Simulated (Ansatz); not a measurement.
Space group Fm-3m (No. 225). a = 4.177 Å, b = 4.177 Å, c = 4.177 Å, α = 90.00°, β = 90.00°, γ = 90.00°
```json
{"atom": "Li", "site": "4a", "symmetry": "m-3m", "x": "0.0000", "y": "0.0000", "z": "0.0000"}
```

Equation of state of this Li structure (not necessarily the ground state), with shape and atoms relaxed at each volume where symmetry leaves them free. It has no gap at any of these volumes. Level of theory: DFT PBE+D3(BJ), scalar-relativistic, plane waves, PAW (Ansatz).

Plane waves to 420 eV, a k mesh through Γ of 18×18×18 on the computed 1-atom cell and Gaussian smearing (0.10 eV); no spin polarisation.

```json
{"V (Å³/atom)": "16.033", "E − E(largest V) (meV/atom)": "7.63", "P (GPa)": "2.49"}
{"V (Å³/atom)": "16.579", "E − E(largest V) (meV/atom)": "0.47", "P (GPa)": "1.74"}
{"V (Å³/atom)": "17.126", "E − E(largest V) (meV/atom)": "-4.29", "P (GPa)": "1.08"}
{"V (Å³/atom)": "17.672", "E − E(largest V) (meV/atom)": "-6.96", "P (GPa)": "0.51"}
{"V (Å³/atom)": "18.219", "E − E(largest V) (meV/atom)": "-7.79", "P (GPa)": "0.01"}
{"V (Å³/atom)": "18.765", "E − E(largest V) (meV/atom)": "-7.01", "P (GPa)": "-0.44"}
{"V (Å³/atom)": "19.312", "E − E(largest V) (meV/atom)": "-4.82", "P (GPa)": "-0.82"}
{"V (Å³/atom)": "20.041", "E − E(largest V) (meV/atom)": "0.00", "P (GPa)": "-1.27"}
```

Question: Fit a third-order Birch–Murnaghan equation to E(V).

Answer: V0 = 18.22 Å³/atom, B0 = 16 GPa, B0' = 3.4.

This fcc form isn't the element's structure at ambient conditions.